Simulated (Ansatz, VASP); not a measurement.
## Two plane-wave programs on Fe

The input INCAR:

```
PREC = Accurate
ENCUT = 520
EDIFF = 1E-6
ISMEAR = -1
SIGMA = 0.05
LREAL = False
LASPH = True
NELM = 150
ALGO = Fast
ISIF = 2
LWAVE = False
LCHARG = False
ISPIN = 2
MAGMOM = 3
LORBIT = 11
LMAXMIX = 4
GGA = PE
NBANDS = 14
```

KPOINTS

```
Automatic mesh
0
Gamma
  13 13 13
```

The input POSCAR:

```
Fe
1.0
   -1.4713013028      1.4713013028      1.4713013028
    1.4713013028     -1.4713013028      1.4713013028
    1.4713013028      1.4713013028     -1.4713013028
Fe
1
Direct
    0.0000000000      0.0000000000      0.0000000000
```

input.yaml

```yaml
crystal:
  lattice:
    - [-1.4713013028, 1.4713013028, 1.4713013028]
    - [1.4713013028, -1.4713013028, 1.4713013028]
    - [1.4713013028, 1.4713013028, -1.4713013028]
  atoms:
    - { symbol: Fe, position: [0.0, 0.0, 0.0], spin: 3.0 }
hamiltonian:
  xc: pbe
  pseudopotentials: { kind: paw }
magnetization:
  spin_polarized: true
kpoints:
  mp_grid: { grid: [13, 13, 13] }
scf:
  occupations: { method: fermi_dirac, width: 0.05 }
output:
  forces: true
  stress: true
  eigenvalues: true
```

Alike in both runs: task single point; functional PBE; k mesh 13 × 13 × 13; occupations fermi-dirac, width 0.05 eV; collinear spin.

|  | VASP | Ansatz |
| --- | --- | --- |
| version | VASP 6.6.1 | Ansatz 0.2.0 |
| potentials or method | VASP PAW PBE potentials, release 64 (Fe) | Ansatz PAW |
| plane-wave cutoff (eV) | 520 | 420 |
| valence electrons in the cell | 8 | 16 |

|  | VASP | Ansatz | Ansatz less VASP |
| --- | --- | --- | --- |
| gap on the k mesh at the Fermi level (eV) | none | none | - |
| pressure (GPa) | -12.9 | -13.4 | -0.47 |
| net moment per atom (μB) | 2.54 | 2.51 | -0.034 |
| size of the moment on the site where the two differ most (μB) | 2.56 | 2.58 | +0.015 |

Site moments also hang on the region over which each program counts them. A gap of «none» marks a metal or a gap that the smearing closes. The two sets of potentials don't hold the same shells in valence.
